**InSe: why the states come in blocks, and why the gap is hard to see**

Indium brings three valence electrons and selenium takes two, so each In atom in InSe has one electron over. Why is the solid then a semiconductor rather than a metal with a half-filled band, and why does its density of states fade so slowly and so unevenly towards the gap? The table is a PBEsol result. Its energy is counted from the Fermi level, which lies at mid-gap here, the total column is the density of states $g(E)$, and each DOS column is the part of $g$ that projects on the named atomic shell.

InSe (R3m, 4 atoms per cell, conventional a = 4.037 Å, c = 24.908 Å) was computed with Ansatz 0.2.0 in scalar-relativistic plane-wave PAW with PBEsol, no spin polarisation, a 420 eV cutoff and a 12×12×12 k mesh (18×18×18 for the states). The tetrahedron density of states is averaged over 0.2 eV bins, with energies from the Fermi level and Löwdin shell projections summed over sites.

```
energy (eV)  density of states total (states/eV/cell)  DOS Se 4p (states/eV/cell)  DOS In 5p (states/eV/cell)  DOS In 5s (states/eV/cell)  DOS Se 4s (states/eV/cell)  DOS In 4d (states/eV/cell)
      -7.95                                         0                           0                           0                           0                      0.0000                     0.00000
      -7.55                                         0                           0                           0                           0                      0.0000                     0.00000
      -7.15                                         0                           0                           0                           0                      0.0000                     0.00000
      -6.75                                         0                           0                           0                           0                      0.0000                     0.00000
      -6.35                                      4.79                        1.57                        0.37                        2.66                      0.1600                     0.02000
      -5.95                                         0                           0                           0                           0                      0.0000                     0.00000
      -5.55                                      2.74                        1.38                        0.36                        0.93                      0.0400                     0.01000
      -5.15                                      0.86                        0.43                        0.09                        0.28                      0.0500                     0.00000
      -4.75                                      0.65                        0.32                        0.05                        0.22                      0.0600                     0.00000
      -4.35                                      1.03                        0.58                        0.02                        0.34                      0.0900                     0.01000
      -3.95                                      1.61                        0.99                        0.47                         0.1                      0.0400                     0.01000
      -3.55                                      3.06                        1.97                        0.89                        0.12                      0.0500                     0.02000
      -3.15                                      2.37                        1.67                        0.57                        0.08                      0.0300                     0.02000
      -2.75                                      3.71                        2.69                        0.82                         0.1                      0.0500                     0.02000
      -2.35                                      4.48                        3.43                        0.85                        0.09                      0.0600                     0.03000
      -1.95                                      3.84                        2.99                        0.67                        0.09                      0.0400                     0.03000
      -1.55                                      2.88                        1.96                        0.69                        0.15                      0.0300                     0.02000
      -1.15                                      1.79                        1.16                        0.43                        0.14                      0.0200                     0.01000
      -0.75                                      0.66                        0.46                        0.13                        0.05                      0.0100                     0.00000
      -0.35                                      0.26                        0.19                        0.05                        0.02                      0.0000                     0.00000
       0.05                                         0                           0                           0                           0                      0.0000                     0.00000
       0.45                                      0.02                        0.01                           0                        0.01                      0.0000                     0.00000
       0.85                                      0.08                        0.03                        0.01                        0.02                      0.0100                     0.00000
       1.25                                      1.10                        0.33                        0.37                        0.28                      0.0800                     0.00000
       1.65                                      3.95                        1.39                        1.22                        0.98                      0.1600                     0.01000
       2.05                                      3.53                        1.22                         0.9                        1.15                      0.1000                     0.01000
       2.45                                      1.11                        0.22                        0.58                        0.21                      0.0600                     0.00000
       2.85                                      0.31                        0.06                         0.2                        0.01                      0.0200                     0.00000
       3.25                                      2.21                        0.36                        1.36                         0.1                      0.1200                     0.00000
       3.65                                      3.15                        0.49                        1.84                        0.22                      0.1400                     0.00000
       4.05                                      5.21                        0.96                        3.12                        0.24                      0.1200                     0.01000
       4.45                                      2.52                        0.46                        1.48                        0.16                      0.0400                     0.00000
       4.85                                      0.76                        0.13                        0.39                         0.1                      0.0100                     0.00000
       5.25                                      1.41                        0.14                        0.89                         0.1                      0.0400                     0.00000
       5.65                                      2.23                        0.19                        1.35                        0.06                      0.0700                     0.00000
```

**Where the odd electron goes**

In this cell Se has three near neighbours, all In, while In has four, so the fourth neighbour of In is the other In atom. A layer is a sandwich Se–In–In–Se, and the two spare electrons pair in the In–In bond. Six In–Se bonds, one In–In bond and two Se lone pairs make nine pairs, which use up all 18 s and p electrons and leave no band part filled. Two of the nine bands are Se 4s and lie deeper than the table's range, which holds only 0.29 of the 3.52 electrons that the run's Löwdin analysis gives that shell. Seven bands with 14 electrons remain.

A band holds two states per cell, so a separate block must contain an even number. The count is the sum of the total column times the row spacing; for the rows from $-5.55$ to $-4.35$ eV it is

$$(2.74+0.86+0.65+1.03)\times 0.4 = 2.11 .$$

The peak below this block gives 1.92 and the large block above it 9.86, so the filled states divide as 2 + 2 + 10. Each row is an average over 0.2 eV that has to stand for twice that width, so the sums are good to a few per cent at best.

**The two low blocks**

The peak at $-6.35$ eV is 56 % In 5s, and the next block is still about one third In 5s, though half Se 4p. The standard reading is that the two In 5s orbitals, facing each other across the In–In bond, form a bonding and an antibonding combination, each giving one band. The bonding one sits between the In atoms in the middle of the layer and makes a narrow band. The antibonding one points outward, mixes more with Se 4p and spreads wider. The columns show the shares; the labels bonding and antibonding are argued from the geometry. With both combinations filled, 5s alone gives little net In–In bond, so the pair counted above is expected to draw on In $5p_z$ as well, which shell projections cannot locate.

The band energies of the run support the narrow band. Along the part of the path examined it spans 0.43 eV, and two states over that width give 4.68 states/eV, close to the 4.79 of the table. Most of that span, 0.38 eV, lies along the stacking axis, so the band is not confined to the middle of the layer; its one third of Se 4p is the likely link to the next layer. The count for this band rests on that single row, so its nearness to two only means that this bin lies near the band's average height. The zero at $-5.95$ eV is an interval free of states between the two low bands.

The second band is not cut off from above. It is flat near $-4.4$ eV around the zone-boundary point Z, which suits the small rise of $g$ at $-4.35$ eV, and it climbs to about $-3.5$ eV elsewhere on the stacking axis. The drop of the In 5s share from one third to 6 % in the next row up is therefore a change of character as the p bands set in, with no gap between. The cut between the 2 and the 10 is thus set by character, and the counts on its two sides need not be exact even with perfect sums.

**The p block and the empty blocks**

The large block, which is mainly the five upper filled bands, is 71 % Se 4p and 23 % In 5p. The In 5p share is largest in the two lowest rows of the block, as bonding states should be, and the summit at $-2.35$ eV is more purely Se. The mixing is far from the ionic limit: two $\mathrm{Se^{2-}}$ ions would hold 12 electrons in 4p, and the Löwdin count is 8.81. Such counts depend on how charge is partitioned, and the Bader charges of about two thirds of an electron are three times the Löwdin net charge of about 0.2 on In, but both lie far below the ionic 2.

Above the gap the sum up to the dip at 2.85 eV is 4.04, which is two bands. They are shared about equally between Se 4p, In 5p and In 5s, as expected of the antibonding partners of the two low bands, which mix In 5s with Se 4p. The dip falls to 0.31 and not to zero. Its character is mostly In 5p, but that share already grows in the row before, and on the part of the path examined the second empty band itself reaches the lower edge of this bin. These states may be the top of that band, the foot of the next group, or both.

Beyond the dip In 5p carries about 60 % of the states. The second dip, at 4.85 eV, closes a sum of 5.54, about 8 % short of the 6 that three bands would hold. With a sharp peak sampled every 0.4 eV and dips that do not reach zero, the count neither confirms nor excludes three bands. Shares become less reliable up here, since a quarter of $g$ in the last row projects on none of the shells.

**Why the edges are faint**

The gap of the run is 0.20 eV, direct, at Z. Only the row at 0.05 eV overlaps it, and the small entries at 0.45 and 0.85 eV are real conduction states. The band energies show how the gap arises: along the stacking axis one valence band rises and the lowest conduction band falls until they nearly meet,

$$3.27 - 1.63 - 1.43 \approx 0.2\ \text{eV},$$

where the first term is their separation at the start of the path and the other two are their widths.

Symmetry names the orbitals. On a threefold axis $p_x$ and $p_y$ must form degenerate pairs, and the two filled pairs move by less than 0.1 eV along it, because orbitals lying in the plane barely reach the next layer. The two bands that sweep are single, so they are built from s and $p_z$. The row at $-0.35$ eV is 73 % Se 4p, which points to Se $p_z$ lone pairs overlapping across the space between layers. One band spread over some 1.5 eV puts few states near its tip.

To make this quantitative, write the energy of an edge band as $E_\parallel(k_z)+E_\perp(k)$, with $k_z$ along the axis and $k$ in the plane. A disc of radius $k$ at fixed $k_z$ holds $2\cdot\pi k^2 A/(2\pi)^2 = Ak^2/2\pi$ states per cell, where $A$ is the in-plane cell area and the 2 is spin. With $k = ns$ measured in steps $s$ of the band path,

$$g(E) = C\, f(E)\,\left\langle \frac{dn^2}{d|E|}\right\rangle ,\qquad C=\frac{As^2}{2\pi},$$

where $f$ is the fraction of the axis whose band edge has been passed at $E$. Both dispersions come from the same run, and because the scale is fitted, the test is of the shape from row to row, not of whether one such band per edge supplies all the states. That the path leaves Z in the plane in even steps is inferred. The single scale, $C = 0.0206$, was fitted to the rows at $-0.75$, $-0.35$, 0.45 and 0.85 eV and is an effective number. It implies an in-plane step of 0.096 Å⁻¹. If the leg from Z runs to the zone corner, about $4\pi/3a$ away, in 14 steps like the first leg, the step is near 0.074 Å⁻¹ and geometry gives $C\approx0.012$. The fitted scale is then some 1.7 times too large, and part of the agreement below is bought by the fit.

Take the fitted row at $-0.35$ eV. The valence band passes this energy about 2.1 of 14 steps from Z, so $f\approx0.15$. In the plane it falls 0.36 eV in five steps, so $dn^2/d|E|\approx 25/0.36\approx 70$ per eV, and

$$g \approx 0.0206\times0.15\times70 \approx 0.22\ \text{states/eV/cell},$$

against 0.26 in the table.

For the row at 0.45 eV the fraction is similar, $f\approx0.21$, but the conduction band rises 0.51 eV in only two steps, so the slope is $4/0.51\approx 8$ per eV and $g\approx0.03$. The unequal edges thus come largely from the in-plane curvature: a flat valence band gives many states per eV and light electrons few. The valence band falls only 0.004 eV in the first step, flatter than a parabola, so it has no single hole mass. The control supports it, since one parabolic mass for both edges puts more density at 0.45 than at $-0.35$ eV, whereas the table has at least ten times less. With the run's own dispersions the model gives a ratio of about 7, the right direction but not the full contrast.

**Where the one-band picture ends**

Within the fit the worst row is 0.45 eV, where the model is about 1.6 times the table; that entry has a single digit, but rounding covers only part of the excess. The excess is likely a product of the fit: with the geometric scale this row would be matched, and the model would give only about half of the valence rows. That points to valence states the separable form misses, for instance an in-plane dispersion that changes along the axis. At $-0.75$ eV the table is 1.44 times the model, which there has to continue the in-plane dispersion beyond the last point used. For the unfitted row in the gap the model gives 0.001, which rounds to the zero shown. The printed output after this text lists the model for all rows from $-1.15$ to 1.25 eV.

The two outer rows were left out because states far from the axis can enter, and the model fails on both. At $-1.15$ eV the table is 2.55 times the model, and at 1.25 eV it is 6.72 times. A guess for the first is that the valence band is flatter in the plane at other points of the axis, since on the leg from Z it steepens; the upper filled pair, which tops out at $-1.263$ eV at Z, ends just below this bin. A guess for the second is that side valleys of the conduction band open, which the larger In 5p share would suit.

The jump at 1.25 eV is a trap in practice. It looks like a band edge and, at 1.35 eV above the valence-band top, lies close to the measured gap, roughly 1.3 eV as recalled, yet the computed edge is at 0.10 eV. Semilocal functionals are known to underestimate gaps, which is the likely main cause of the shortfall. Other approximations also touch the gap: spin–orbit coupling is absent, the datasets were made for PBE, and the cell is unrelaxed, at $-0.79$ GPa. Their effects were not tested, and curing them need not widen the gap. A gap that is the small remainder of large interlayer widths should be sensitive to the layer spacing, an effect not tested here.

The two arguments carry over differently to neighbouring cases. The block count rests mainly on electrons and bonds, so layered GaSe, with the same sandwich, should divide its filled states in a similar way, counted per layer. The faint edges depend on stacking: a single InSe layer has no $k_z$, so $f$ jumps from zero to one, the edges become abrupt (steps, if the bands are parabolic in the plane; a valence top as flat as the one leaving Z would be expected to give a peak instead) and the gap should widen.

Output of the analysis:

```
Counting: 58 - 40 (d) - 4 (Se 4s) = 14 electrons expected in the window
block eV | states | expected | centre eV | % Se4p In5p In5s Se4s
-6.35 to -6.35 |  1.92 | 2 | -6.35 |  33   8  56   3
-5.55 to -4.35 |  2.11 | 2 | -5.15 |  51  10  34   5
-3.95 to -0.35 |  9.86 | 10 | -2.43 |  71  23   4   1
-6.35 to -0.35 | 13.89 | 14 | -3.39 |  63  19  15   2
 0.45 to  2.85 |  4.04 | 4 |  1.86 |  32  32  26   4
 3.25 to  4.85 |  5.54 | none |  3.95 |  17  59   6   3
 3.25 to  5.65 |  7.00 | none |  4.27 |  16  60   6   3
valence sum off by -0.8 %; rounding up to 0.03 states; half the bins unseen
shell | filled in window | Loewdin all filled | empty in window (ionic Se 4p: 12)
Se_4p |  8.72 |  8.81 |  2.40
In_5p |  2.58 |  3.31 |  5.48
In_5s |  2.15 |  2.29 |  1.46
Se_4s |  0.29 |  3.52 |  0.39
In_4d |  0.08 | 19.97 |  0.01
row eV | total | % Se4p In5p In5s Se4s | % unprojected
-6.35 | 4.79 |  33   8  56   3 |   0
-4.35 | 1.03 |  56   2  33   9 |  -1
-3.95 | 1.61 |  61  29   6   2 |   0
-2.35 | 4.48 |  77  19   2   1 |   0
-0.35 | 0.26 |  73  19   8   0 |   0
 1.25 | 1.10 |  30  34  25   7 |   4
 2.05 | 3.53 |  35  25  33   3 |   4
 2.85 | 0.31 |  19  65   3   6 |   6
 4.05 | 5.21 |  18  60   5   2 |  15
 5.65 | 2.23 |   9  61   3   3 |  25
axis widths: valence 1.63, conduction 1.43, doublets 0.07 and 0.08 eV
pair separation: 3.27 eV at path start, 0.20 eV at Z
five steps off Z: valence falls 0.36, conduction rises 1.58 eV, ratio 4.4
lowest band seen from -6.500 to -6.073 eV: 2 states / width = 4.68 states/eV
own dispersions: scale 0.0206, worst fitted row off by factor 1.63
  implied in-plane step 0.096 1/A (effective only)
one parabolic mass: scale 0.5000, worst fitted row off by factor 5.16
row eV | table (+-0.005) | own dispersions | one mass | table/own | fitted
-1.15 | 1.79 | 0.702 | 0.265 | 2.55 | no
-0.75 | 0.66 | 0.457 | 0.169 | 1.44 | yes
-0.35 | 0.26 | 0.224 | 0.076 | 1.16 | yes
 0.05 | 0.00 | 0.001 | 0.004 | 0.00 | no
 0.45 | 0.02 | 0.033 | 0.103 | 0.62 | yes
 0.85 | 0.08 | 0.083 | 0.207 | 0.97 | yes
 1.25 | 1.10 | 0.164 | 0.330 | 6.72 | no
density at -0.35 over 0.45: 13 (rounding allows 10 to 18); at 1.25 over 0.85: 14
```
